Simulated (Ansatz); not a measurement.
Cu Kα1 powder pattern (kinematic, no thermal factors).
2θ (°) (relative intensity): 21.27 (8), 23.33 (12), 25.68 (66), 31.77 (100), 40.09 (20), 41.00 (48), 43.31 (9), 46.64 (6), 47.71 (2), 49.01 (11), 49.77 (12), 52.78 (23), 58.69 (6), 60.48 (6), 61.16 (20), 64.68 (1), 65.76 (9), 66.39 (5), 67.22 (2), 68.93 (21), 72.22 (4), 74.07 (6), 74.69 (8), 75.68 (3), 78.70 (1), 81.07 (5), 81.84 (8), 85.17 (2), 86.55 (3), 88.92 (5), 89.88 (4)

The pattern is computed from a structure relaxed with DFT PBE, scalar-relativistic, plane waves, PAW (Ansatz 0.2.0). No spin polarisation. Its elements are Sn, Te.

**Question.** Give the structure.

**Answer.** SnTe.
Space group P6_3mc (No. 186). a = 4.399 Å, b = 4.399 Å, c = 8.350 Å, α = 90.00°, β = 90.00°, γ = 120.00°
| atom | site | symmetry | x | y | z |
| --- | --- | --- | --- | --- | --- |
| Sn | 2a | 3m. | 0.0000 | 0.0000 | 0.9763 |
| Te | 2b | 3m. | 0.3333 | 0.6667 | 0.7736 |

A pattern alone doesn't exclude other cells with like lines; this is the one computed.

The structure comes from a generated guess; another structure or a mixture of phases may lie lower.
